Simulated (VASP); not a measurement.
Here is a VASP 6.6.1 calculation.

Contents of INCAR:

```
SYSTEM = GaN
ALGO = Normal ; EDIFF = 1E-7
EDIFFG = -0.005 ; ENCUT = 600
GGA = PE ; IBRION = 2
ISIF = 3 ; ISMEAR = 0
IVDW = 12 ; KPAR = 4
LASPH = .True. ; LATTICE_CONSTRAINTS = .TRUE. .TRUE. .FALSE.
LCHARG = .False. ; LREAL = .False.
LWAVE = .False. ; NELM = 120
NSW = 40 ; PREC = Accurate
SIGMA = 0.03
```

File KPOINTS:

```
k-points
0
Gamma
  12 12 1
  0 0 0
```

POSCAR

```
GaN
1.0
    3.2000000000      0.0000000000      0.0000000000
   -1.6000000000      2.7712812900      0.0000000000
    0.0000000000      0.0000000000     16.0000000000
Ga N
1 1
Direct
    0.3333330000      0.6666670000      0.5000000000
    0.6666670000      0.3333330000      0.5000000000
```

Potentials or basis: VASP PAW PBE potentials, release 64 (Ga_d, N).

Launch:

```sh
$ cat potpaw_PBE.64/Ga_d/POTCAR potpaw_PBE.64/N/POTCAR > POTCAR
$ mpirun -np 4 vasp_std > vasp.out
```

Question: Predict the space group after relaxing (to 0.05 Å).

Answer: P-6m2 (No. 187).

Question: Predict the dispersion energy per atom.

Answer: -0.089 eV.

The path:
```tsv
step	energy change (eV)	largest force (eV/Å)	pressure (GPa)	volume (Å³)
1	0.0000	0.0000	0.10	141.89
2	0.0003	0.0000	-0.19	142.89
3	-0.0002	0.0000	-0.02	142.26
```
